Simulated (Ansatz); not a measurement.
Write a Python script for the Ansatz DFT code, driven from Python that makes a Berry-phase polarisation of BaS, space group Fm-3m. Settings (first run): revPBE, PAW, the default cutoff (420 eV here), 6×6×6 k-points, fixed occupations.

```
Ba S
1.0
     0.00000    3.19375    3.19375
     3.19375    0.00000    3.19375
     3.19375    3.19375    0.00000
Ba S
1 1
Direct
  0.00000 0.00000 0.00000
  0.50000 0.50000 0.50000
```

`berry_bas.py`
```python
# -*- coding: utf-8 -*-
"""Change of polarisation in BaS when one atom moves."""

import logging
import sys
import warnings

import ansatz
from ase import Atoms
import numpy as np

logging.basicConfig(stream=sys.stdout, format="[%(levelname)s] %(message)s")
logger = logging.getLogger("bas")
logger.setLevel(logging.INFO)

warnings.simplefilter("ignore", ansatz.DeckWarning)

atoms = Atoms(
    ["Ba", "S"],
    scaled_positions=[
        (0.0, 0.0, 0.0),
        (0.5, 0.5, 0.5),
    ],
    cell=[
        (0.0, 3.19375, 3.19375),
        (3.19375, 0.0, 3.19375),
        (3.19375, 3.19375, 0.0),
    ],
    pbc=True,
)
cell = ansatz.Crystal.from_ase(atoms)

def solve(structure):
    return (
        structure.calculation()
        .functional("revpbe")
        .accuracy("low")
        .kpoints(6, 6, 6)
        .initial_density(normalization="cell")
        .scf(extra_bands=6, lower_state_search="off")
        .occupations("fixed")
        .polarization()
        .run()
        .polarization()
    )


vectors = np.array(cell.lattice.vectors)
shifted = cell.move(0, to=np.array(cell.sites[0].position) + 0.03 * np.linalg.inv(vectors)[2])
before, after = solve(cell), solve(shifted)
for label, p in (("as typed", before), ("shifted", after)):
    print(label, "reduced polarisation:", [round(axis.reduced, 4) for axis in p.axes], "modulo", p.modulus)
# take the change on the nearest branch, then turn it into a dipole per cell
change = np.array([b.reduced - a.reduced for a, b in zip(before.axes, after.axes)])
change -= before.modulus * np.round(change / before.modulus)
dipole = change @ vectors
print("dipole change (e A):", np.round(dipole, 4) + 0.0)
print("column of the Born charge of", cell.sites[0].symbol, "for a shift along z:", np.round(dipole / 0.03, 2) + 0.0)
```

```console
$ python berry_bas.py
as typed reduced polarisation: [3.0, 3.0, 3.0] modulo 2
shifted reduced polarisation: [3.0123, 3.0123, 2.9877] modulo 2
dipole change (e A): [0.     0.     0.0785]
column of the Born charge of Ba for a shift along z: [0.   0.   2.62]
```

What to keep in mind:
- The settings weren't tested for convergence.
- The starting cell is as deposited in a crystallographic database; the results hold for this polymorph, which needn't be the stable one.
- Polarisation is defined up to a quantum, so only the change along a continuous path has meaning.
- The whole script took 4.4 s on 1 thread of AMD EPYC 9R45 96-Core Processor (Zen 5), with other jobs on the host, peak memory 0.44 GiB.

(A comment or docstring line of the script was reworded after the run, the code is as it ran; lines on the test bed's own set-up are left out of the output.)
